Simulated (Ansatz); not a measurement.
# The gap of NaSrI3 (cubic perovskite) (Pm-3m): a ladder of methods and an error budget, part 3 of 3

Aim: a best estimate of the quasiparticle gap of NaSrI3 (cubic perovskite) (Pm-3m), with each correction and its cost laid out.

Ansatz 0.2.0; density functionals, hybrids, G0W0, plane waves, PAW. Known limits of the many-body steps: not at the basis limit; no spin-orbit coupling; coarse k mesh.

So far. Step 12 (G0W0@HSE06, 2×2×2 mesh, 747 empty bands, screening to …): Against the run with 2×2×2 mesh, 747 empty bands, screening to 120 eV on PBEsol, the gap moves by +0.56 eV, while the start moved by +0.91 eV. Step 13 (G0W0@PBEsol, 2×2×2 mesh, 747 empty bands, screening to …): Against the run with 2×2×2 mesh, 747 empty bands, screening to 120 eV, the gap moves by +0.009 eV.

The structure was built from a prototype and need not be the compound's stable phase.

In doubt: masses and optical values from hybrid runs of this build are listed as unsure (steps 12, 15), which bears on the screening that GW takes from such a start.

### 14. G0W0@PBEsol, 2×2×2 mesh, 1108 empty bands, screening to 156 eV, hard PAW files

Level of this step: G0W0 on PBEsol, plane waves, PAW (Ansatz).

Other atomic data (hard PAW) test the pseudisation: the cutoff goes from 420 to 700 eV, with the same valence electrons. Bands and screening cutoff change too, so the step is no clean test of the files.

Contents of input.yaml:

```yaml
crystal:
  lattice:
    - [6.3036929043, 0.0, 0.0]
    - [0.0, 6.3036929043, 0.0]
    - [0.0, 0.0, 6.3036929043]
  atoms:
    - { symbol: Na, position: [0.0, 0.0, 0.0] }
    - { symbol: Sr, position: [0.5, 0.5, 0.5] }
    - { symbol: I, position: [0.5, 0.5, 0.0] }
    - { symbol: I, position: [0.5, 0.0, 0.5] }
    - { symbol: I, position: [0.0, 0.5, 0.5] }
kpoints:
  mp_grid: { grid: [2, 2, 2] }
hamiltonian:
  xc: pbesol
  pseudopotentials: { kind: paw, source: ansatz }
scf:
  occupations: { method: fixed }
gw:
  n_empty_bands: 1108
  ecut_chi: 156.0
  qp_bands: [v2, c2]
  qp_kpoints: band_edges
  screening: { model: contour_deformation }
```

Command:

```
$ ansatz run input.yaml --threads 4 --pin off --max-ram 17510MiB --backend cpu --events-out ev --progress --plain --runs-dir out
```

Numbers of over 12 decimals in the logs are rounded to 6 here.

Output:

```text
[...]
Crystal: 5 atoms, lattice volume = 250.487 Å³
Basis set: ecut = 700 eV, 10443 PW (Γ)
Bands: 42, of which v1, the nominal top of the filled ones, is band 35 counted from 1 (34 counted from 0)
Symmetry: 48 space group operations
[...]
k-points: 4 of 8
[...]
1    37      6.2126    -5.1729    -3.8151    -9.7852  0.8009     7.0213     7.0097  root
[...]
3    34      2.0832   -17.4183     1.5688   -14.4561  0.7713     0.6437     0.6898  root
     3    35      2.0832   -17.4183     1.5688   -14.4561  0.7713     0.6437     0.6898  root
     3    36      4.9502    -2.0582    -2.7429    -5.2690  0.8289     5.4220     5.4180  root
     3    37      7.8003    -4.1193    -3.4414    -8.1067  0.8081     8.3519     8.3462  root
[key lines of the parts left out:]
SCF converged after 9 iterations
Free energy (F): -27279.518800 eV
Fermi energy:    2.083205 eV
```

The job ended after 6.5 min (4 threads of Arm Neoverse V1, shared host; peak memory 11 GiB).

Numbers from this step:

```yaml
bands_summed: 1143
rpa_eps_infinity_on_this_mesh_eigenvalues: 3.257, 3.257, 3.257
plane_waves_in_the_screening_matrix: 1141
g0w0_gap_on_the_mesh: 4.231 eV
k_of_the_valence_top: -0.5, -0.5, -0.5
k_of_the_conduction_bottom: 0, 0, 0
starting_gap_on_the_mesh: 2.422 eV
least_direct_g0w0_gap_on_the_computed_points: 4.530 eV
```

Against the run with 2×2×2 mesh, 747 empty bands, screening to 120 eV, the gap moves by +0.06 eV.

### 15. G0W0@PBE0, 2×2×2 mesh, 747 empty bands, screening to 120 eV

This step: G0W0 on PBE0, plane waves, PAW.

Edit input.yaml of step 14 so:

```diff
@@ -14,4 +14,3 @@
 hamiltonian:
-  xc: pbesol
-  pseudopotentials: { kind: paw, source: ansatz }
+  xc: pbe0
 scf:
@@ -19,4 +18,4 @@
 gw:
-  n_empty_bands: 1108
-  ecut_chi: 156.0
+  n_empty_bands: 747
+  ecut_chi: 120.0
   qp_bands: [v2, c2]
```

Output:

```text
[...]
Crystal: 5 atoms, lattice volume = 250.487 Å³
Basis set: ecut = 420 eV, 4945 PW (Γ)
Bands: 42, of which v1, the nominal top of the filled ones, is band 35 counted from 1 (34 counted from 0)
Symmetry: 48 space group operations
[...]
k-points: 4 of 8
[...]
SCF iter   1: F=—  HF=-27575.835128 eV  |F-HF|=—  |Δ(HF+E_count)|=         —  Δρ=6.51e-4  dr2=2.05e-3  ethr=1.77e-3  ⟨swp⟩=13.2  Hψ=786  notcnv=0
[...]
1    36      6.3648    -3.2203    -2.5021    -6.0020  0.8639     6.6453     6.6445  root
     1    37      7.1279    -4.9476    -3.3035    -8.5934  0.8452     7.4713     7.4702  root
[...]
3    34      1.1397   -17.4170     1.2196   -15.4105  0.8221     0.3461     0.3529  root
     3    35      1.1397   -17.4170     1.2196   -15.4105  0.8221     0.3461     0.3529  root
     3    36      5.5875    -1.9332    -2.3796    -4.5396  0.8717     5.8148     5.8142  root
     3    37      8.6557    -3.9605    -2.9956    -7.1269  0.8524     8.8268     8.8265  root
[key lines of the parts left out:]
Free energy (F): -27590.425549 eV
Fermi energy:    1.139679 eV
```

Run time: 8.4 min. Hardware: 4 threads; peak memory 3.2 GiB; 32 min of CPU time.

This step gave:

```yaml
bands_summed: 782
rpa_eps_infinity_on_this_mesh_eigenvalues: 2.533, 2.533, 2.533
plane_waves_in_the_screening_matrix: 739
g0w0_gap_on_the_mesh: 4.977 eV
k_of_the_valence_top: -0.5, -0.5, -0.5
k_of_the_conduction_bottom: 0, 0, 0
starting_gap_on_the_mesh: 4.026 eV
least_direct_g0w0_gap_on_the_computed_points: 5.289 eV
```

Against the run with 2×2×2 mesh, 747 empty bands, screening to 120 eV on HSE06, the gap moves by +0.25 eV, while the start moved by +0.69 eV.

### 16. The ladder

Times are wall times on 4 threads of Arm Neoverse V1, shared host, good to a factor of about two. G0W0 rows are gaps on the mesh, lowered by the amount that the mesh misses the start's edges, a rough step that assumes the same correction there.

| level | gap (eV) | least direct gap (eV) | time |
| --- | --- | --- | --- |
| PBEsol | 2.43 | 2.71 | 6.1 s |
| PBEsol+SOC | 2.22 | 2.38 | 22 s |
| r2SCAN | 3.09 | 3.37 | 6.3 s |
| HSE06 | 3.33 | 3.64 | 27 s |
| PBE0 | 4.03 | 4.33 | 26 s |
| G0W0@PBEsol (122 empty bands) | 3.70 | - | 7.2 s |
| G0W0@PBEsol (347 empty bands) | 3.98 | - | 25 s |
| G0W0@PBEsol (747 empty bands) | 4.17 | - | 2 min |
| G0W0@HSE06 (747 empty bands) | 4.73 | - | 9.1 min |
| G0W0@PBEsol (747 empty bands, plasmon pole) | 4.18 | - | 2.1 min |
| G0W0@PBEsol (1108 empty bands, hard PAW) | 4.23 | - | 6.5 min |
| G0W0@PBE0 (747 empty bands) | 4.98 | - | 8.4 min |

### 17. Adding up the best estimate

| term | eV | running total (eV) |
| --- | --- | --- |
| G0W0 on the mesh, top rung | 4.169 | 4.169 |
| to the limit, by a line in one over the bands through the two top rungs | +0.185 | 4.355 |
| spin-orbit change, from PBEsol | −0.212 | 4.143 |

Changes that are not added in, each against a run with equal bands and cutoff:

| change | eV |
| --- | --- |
| start HSE06 | +0.56 |
| plasmon pole in place of full frequency | +0.01 |
| start PBE0 | +0.81 |

### 18. What came out

| Property | Result |
| --- | --- |
| PBEsol gap | 2.43 eV, indirect |
| HSE06 | 3.33 eV |
| PBE0 | 4.03 eV |
| G0W0, top rung on the mesh | 4.17 eV |
| best estimate, G0W0@PBEsol with spin-orbit change | 4.14 eV |
| GW settings of the top rung | 2×2×2 mesh, 747 empty bands, screening to 120 eV |
| known limits | one-shot GW, static lattice; one k mesh, untested; coarse k mesh |

**Reading.** The best estimate for G0W0@PBEsol is 4.14 eV, indirect by PBEsol+SOC, against 2.22 eV at the start (both with spin-orbit coupling). The pair of rungs below gives a limit −0.19 eV away. On hard PAW files with 1143 bands the gap on the mesh is 4.23 eV, against a limit of 4.35 eV on default PAW files; that run is itself short of its own limit, so the pair doesn't isolate the files. Of the changes left open the largest, +0.81 eV, comes from starting at PBE0. Among the functionals PBE0 comes nearest: −0.33 eV from the estimate without its spin-orbit term (4.35 eV). The RPA ε∞ on the GW mesh averages 3.3 against 3.2 from perturbation theory, which takes a denser mesh of its own and holds the xc response as well. All runs took 31 min, 93 % of it in G0W0. The 2×2×2 mesh is coarse for this cell (its supercell is 13 Å along the shortest edge). The RPA ε∞ on it, from the PBEsol start, is 3.25; such meshes misread the long-range screening, most where the gap is narrow. This is the ideal cubic cell; many perovskites, halides above all, are cubic only on average, and local tilts or off-centring can widen the gap.

[Paths, hosts, dates, memory and timing lines, banners, echoed tables and standing remarks are left out of the program output.]

[Logs are printed without paths, hosts, clocks, repeated set-up lines and the standing remarks that a program may print on its own settings, such as how far it seeks lower states.]

[Runs of the session that timed out or met a known fault of the program may be left out.]

[Cells called generated may have been cut or substituted from an entry of the Crystallography Open Database or the Materials Project.]

[Hosts, paths, dates, database ids (printed as entryN), source tags and the programs' standing remarks are cut or masked in the printed files.]
